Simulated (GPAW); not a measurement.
Runs of GPAW 26.7.0 on NiO. Symmetry: F-43m, No. 216, cubic system. Conventional cell: a = 4.481 Å, b = 4.481 Å, c = 4.481 Å, α = 90.00°, β = 90.00°, γ = 90.00°. Ni (site symmetry -43m) has 4 O at 1.94 Å as nearest neighbours. O (site symmetry -43m) is surrounded by 4 Ni at 1.94 Å. The cell was built by a generator and needn't be a form met in nature.

| level | potentials or basis | eigensolver | pressure (GPa) | moment (μB) |
| --- | --- | --- | --- | --- |
| LDA | the program's PAW data sets (release 1.2.1) made for this functional, pw | - | (c) | 1.71 |
| PBEsol | PAW data sets generated in the run's folder for this functional, pw | - | -4.8 | 1.83 |
| r2SCAN | GPAW PAW data sets (gpaw-data 1.2.1), pw | - | -1.3 | 2.00 |
| revPBE | the program's PAW data sets (release 1.2.1) made for this functional, pw | - | 7.7 | 1.93 |
| RPBE | the program's PAW data sets (release 1.2.1) made for this functional, pw | - | (a) | 1.94 |
| BLYP | PAW data sets generated in the run's folder for this functional, pw | davidson | 6.8 | 1.88 |
| PBE | GPAW PAW data sets (gpaw-data 1.2.1), pw | - | (b) | 1.89 |

Alike in all rows: task band structure; spin collinear, ferromagnetic start; cell as given; k mesh 7 × 7 × 7; cutoff (eV) 800; smearing fermi-dirac 0.05 eV.

Task: Fill in the values left out.

Result: (a) 9.4; (b) 3.2; (c) -12.9.

Caveats: the stock nickel data set gives pressures a few GPa off other programs; a cell with one magnetic atom can't hold antiferromagnetic order, which such compounds often take; the PAW data sets were made with another functional, which shifts forces and pressure a little (some runs).
